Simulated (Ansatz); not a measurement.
LiF in the rocksalt structure, relaxed with r2SCAN: 6 runs in Ansatz, each a calculation of independent-particle optics. Space group Fm-3m (No. 225), cubic; conventional cell a = 3.990 Å, 7.94 Å³ an atom. Li is surrounded by 6 F at 1.99 Å; F is surrounded by 6 Li at 1.99 Å. No spin polarisation and no zero-point or thermal motion.

```yaml
crystal:
  lattice:
    - [0.00000, 1.99487, 1.99487]
    - [1.99487, 0.00000, 1.99487]
    - [1.99487, 1.99487, 0.00000]
  atoms:
    - { symbol: Li, position: [0.00000, 0.00000, 0.00000] }
    - { symbol: F, position: [0.50000, 0.50000, 0.50000] }
```

On meshes this coarse, single peaks can be features of the mesh. No local fields, no excitons; the zone sum runs over the cells of the mesh, and ε∞ includes the bands left out of the spectrum. Up to four peaks are listed, those above 15 % of the tallest and inside the complete range; the four can differ from row to row. Rows marked drawn have settings drawn at random (some not listed).

| functional | k mesh | broadening (eV) | scissors (eV) | range (eV) | settings | direct gap on the mesh before scissors (eV) | ε∞ xx | ε∞ yy | ε∞ zz | complete up to (eV) | tallest peaks of mean ε₂ (eV) |
| --- | --- | --- | --- | --- | --- | --- | --- | --- | --- | --- | --- |
| PBE | 8×8×8 | 0.1 | 0.00 | 0–29 | chosen | 9.35 | 2.10 | 2.10 | 2.10 | 29.0 | 17.30 19.75 21.45 21.80 |
| r2SCAN | 8×8×8 | 0.1 | 0.00 | 0–29 | chosen | 10.33 | 1.98 | 1.98 | 1.98 | 29.0 | 18.50 21.15 22.90 23.20 |
| PBE | 8×8×8 | 0.1 | 2.33 (to HSE06) | 0–29 | chosen | 9.35 | 1.96 | 1.96 | 1.96 | 29.0 | 19.65 22.10 23.80 24.10 |
| LDA | 6×6×6 | 0.03 | 1.00 | 2–10 | drawn | 9.10 | 2.09 | 2.09 | 2.09 | 10.0 | none |
| PBEsol | 6×6×6 | 0.05 | 2.50 | 0–15 | drawn | 9.17 | 1.98 | 1.98 | 1.98 | 15.0 | 13.60 |
| PBE | 6×6×6 | 0.25 | 0.00 | 2–15 | drawn | 9.35 | 2.10 | 2.10 | 2.10 | 15.0 | 11.60 |
